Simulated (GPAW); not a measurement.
A run of GPAW 26.7.0 is set up as follows.

run.py

```python
import numpy as np
import spglib
from ase import Atoms
from ase.io import read
from ase.units import Bohr, Ha
from gpaw import GPAW, PW, setup_paths
from gpaw.hybrids.energy import non_self_consistent_energy
from gpaw.xc.rpa import RPACorrelation

setup_paths.insert(0, '.')

atoms = read('Ti.cif')
cell, positions, numbers = spglib.find_primitive(
    (atoms.cell[:], atoms.get_scaled_positions(), atoms.numbers), symprec=1e-4)
atoms = Atoms(numbers, cell=cell, scaled_positions=positions, pbc=True)

for x in [1.0]:
    ecuts = np.array([96.0, 120.0, 150])
    a = atoms.copy()
    a.set_cell(atoms.cell * x**(1 / 3), scale_atoms=True)
    calc = GPAW(mode=PW(450),
                xc='PBE',
                kpts={'size': (5, 5, 5), 'gamma': True},
                occupations={'name': 'fermi-dirac', 'width': 0.05},
                nbands=14,
                convergence={'density': 1e-06},
                maxiter=50,
                txt=f'gs-{x:.2f}.txt')
    a.calc = calc
    dft = a.get_potential_energy(force_consistent=True)
    calc.write(f'gs-{x:.2f}.gpw')
    exx = non_self_consistent_energy(calc, 'EXX').sum()
    calc.diagonalize_full_hamiltonian(nbands=int(a.get_volume() / Bohr**3 * (ecuts[-1] / Ha)**1.5 * 2**0.5 / 3 / np.pi**2 * 1.15) + 30)
    calc.write(f'full-{x:.2f}.gpw', mode='all')
    ec = RPACorrelation(f'full-{x:.2f}.gpw', ecut=ecuts, nfrequencies=16, skip_gamma=True, frequency_scale=2.5, txt=f'rpa-{x:.2f}.txt').calculate()
    slope, ec_inf = np.polyfit(ecuts**-1.5, ec, 1)
    print(f'V = {a.get_volume():.4f} A^3: DFT {dft:.5f}, EXX {exx:.5f}, correlation', *ec.round(5), f'extrapolated {ec_inf:.5f}, total {exx + ec_inf:.5f} eV', flush=True)
```

The input Ti.cif:

```cif
data_Ti
_cell_length_a 3.28200000
_cell_length_b 3.28200000
_cell_length_c 3.28200000
_cell_angle_alpha 90.00000000
_cell_angle_beta 90.00000000
_cell_angle_gamma 90.00000000
_space_group_name_H-M_alt 'Im-3m'
_space_group_name_Hall '-I 4 2 3'
_space_group_IT_number 229
loop_
_space_group_symop_operation_xyz
'x,y,z'
'-x,-y,-z'
'-y,x,z'
'y,-x,-z'
'-x,-y,z'
'x,y,-z'
'y,-x,z'
'-y,x,-z'
'x,-y,-z'
'-x,y,z'
'-y,-x,-z'
'y,x,z'
'-x,y,-z'
'x,-y,z'
'y,x,-z'
'-y,-x,z'
'z,x,y'
'-z,-x,-y'
'z,-y,x'
'-z,y,-x'
'z,-x,-y'
'-z,x,y'
'z,y,-x'
'-z,-y,x'
'-z,x,-y'
'z,-x,y'
'-z,-y,-x'
'z,y,x'
'-z,-x,y'
'z,x,-y'
'-z,y,x'
'z,-y,-x'
'y,z,x'
'-y,-z,-x'
'x,z,-y'
'-x,-z,y'
'-y,z,-x'
'y,-z,x'
'-x,z,y'
'x,-z,-y'
'-y,-z,x'
'y,z,-x'
'-x,-z,-y'
'x,z,y'
'y,-z,-x'
'-y,z,x'
'x,-z,y'
'-x,z,-y'
'x+1/2,y+1/2,z+1/2'
'-x+1/2,-y+1/2,-z+1/2'
'-y+1/2,x+1/2,z+1/2'
'y+1/2,-x+1/2,-z+1/2'
'-x+1/2,-y+1/2,z+1/2'
'x+1/2,y+1/2,-z+1/2'
'y+1/2,-x+1/2,z+1/2'
'-y+1/2,x+1/2,-z+1/2'
'x+1/2,-y+1/2,-z+1/2'
'-x+1/2,y+1/2,z+1/2'
'-y+1/2,-x+1/2,-z+1/2'
'y+1/2,x+1/2,z+1/2'
'-x+1/2,y+1/2,-z+1/2'
'x+1/2,-y+1/2,z+1/2'
'y+1/2,x+1/2,-z+1/2'
'-y+1/2,-x+1/2,z+1/2'
'z+1/2,x+1/2,y+1/2'
'-z+1/2,-x+1/2,-y+1/2'
'z+1/2,-y+1/2,x+1/2'
'-z+1/2,y+1/2,-x+1/2'
'z+1/2,-x+1/2,-y+1/2'
'-z+1/2,x+1/2,y+1/2'
'z+1/2,y+1/2,-x+1/2'
'-z+1/2,-y+1/2,x+1/2'
'-z+1/2,x+1/2,-y+1/2'
'z+1/2,-x+1/2,y+1/2'
'-z+1/2,-y+1/2,-x+1/2'
'z+1/2,y+1/2,x+1/2'
'-z+1/2,-x+1/2,y+1/2'
'z+1/2,x+1/2,-y+1/2'
'-z+1/2,y+1/2,x+1/2'
'z+1/2,-y+1/2,-x+1/2'
'y+1/2,z+1/2,x+1/2'
'-y+1/2,-z+1/2,-x+1/2'
'x+1/2,z+1/2,-y+1/2'
'-x+1/2,-z+1/2,y+1/2'
'-y+1/2,z+1/2,-x+1/2'
'y+1/2,-z+1/2,x+1/2'
'-x+1/2,z+1/2,y+1/2'
'x+1/2,-z+1/2,-y+1/2'
'-y+1/2,-z+1/2,x+1/2'
'y+1/2,z+1/2,-x+1/2'
'-x+1/2,-z+1/2,-y+1/2'
'x+1/2,z+1/2,y+1/2'
'y+1/2,-z+1/2,-x+1/2'
'-y+1/2,z+1/2,x+1/2'
'x+1/2,-z+1/2,y+1/2'
'-x+1/2,z+1/2,-y+1/2'
loop_
_atom_site_label
_atom_site_type_symbol
_atom_site_symmetry_multiplicity
_atom_site_Wyckoff_symbol
_atom_site_fract_x
_atom_site_fract_y
_atom_site_fract_z
_atom_site_occupancy
Ti1 Ti 2 a 0.0000000000 0.0000000000 0.0000000000 1
```

Potentials or basis: PAW data sets generated in the run's folder for this functional, pw.

The run is started by

```bash
$ gpaw-setup -x -f PBE Ti
$ OMP_NUM_THREADS=1 python run.py
```

Problem. What does it give for the band gap on the k mesh, mean-field level?

Solution. None (metal or under the smearing width).

Caveat: the k mesh is coarse (spacing up to 0.54 Å⁻¹), so the values aren't converged; the response cutoff is short for absolute correlation energies; RPA of a metal hangs on this mesh.
